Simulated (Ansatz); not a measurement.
Here is an Ansatz 0.2.0 calculation.

input.yaml

```yaml
crystal:
  lattice:
    - [3.9998, 0.0, 0.0]
    - [0.0, 3.9998, 0.0]
    - [0.0, 0.0, 8.036]
  atoms:
    - { symbol: Ba, position: [0.99933387, 0.00148967, 0.00205798] }
    - { symbol: Ba, position: [0.00066613, 0.99851033, 0.49794202] }
    - { symbol: Ti, position: [0.48935347, 0.49786156, 0.23992239] }
    - { symbol: Ti, position: [0.51064653, 0.50213844, 0.74207761] }
    - { symbol: O, position: [0.50279005, 0.50209599, 0.01077264] }
    - { symbol: O, position: [0.49720995, 0.49790401, 0.50522736] }
    - { symbol: O, position: [0.50567457, 0.00167772, 0.25809841] }
    - { symbol: O, position: [0.49432543, 0.99832228, 0.75690159] }
    - { symbol: O, position: [0.00776503, 0.499712, 0.26264036] }
    - { symbol: O, position: [0.99223497, 0.500288, 0.75235964] }
hamiltonian:
  xc: pbe
  pseudopotentials: { kind: paw }
kpoints:
  mp_grid: { grid: [7, 7, 4] }
scf:
  occupations: { method: fermi_dirac, width: 0.05 }
basis:
  ecutwfc: "300 eV"
output:
  forces: true
  stress: true
  eigenvalues: true
```

Potentials or basis: Ansatz PAW.

Command:

```sh
$ ansatz run input.yaml --threads 4 --pin off --max-ram 11264MiB --backend cpu --events-out ev --progress --plain --runs-dir out
```

**Question.** What does it give for the largest force?

**Answer.** 1.083 eV/Å.

**Question.** What does it give for the band gap on the k mesh?

**Answer.** 2.01 eV.

**Question.** Predict the pressure.

**Answer.** 2.4 GPa.

Forces in eV/Å, atoms in the order of the input:
```
Ba  -0.027 -0.033 -0.240
Ba   0.023  0.035 -0.025
Ti  -0.194 -0.049  0.739
Ti   0.214  0.050 -0.937
O   -0.061 -0.042 -0.090
O    0.089  0.051  1.078
O   -0.018  0.028 -0.333
O    0.011 -0.035  0.084
O    0.219  0.024 -0.537
O   -0.257 -0.028  0.261
```

Caveat: odd divisions of the mesh miss points on the zone boundary, where band edges often lie, so the gap on the mesh can be too wide; the pressure holds a Pulay correction of +24.0 GPa for the finite cutoff; spin-orbit coupling is left out, which moves the levels of the heavy elements; forces of over 1 eV/Å show positions far from the minimum, so gaps and moduli don't describe the material at rest; the cutoff lies under the one recommended for these potentials. A k mesh can miss the band edges.
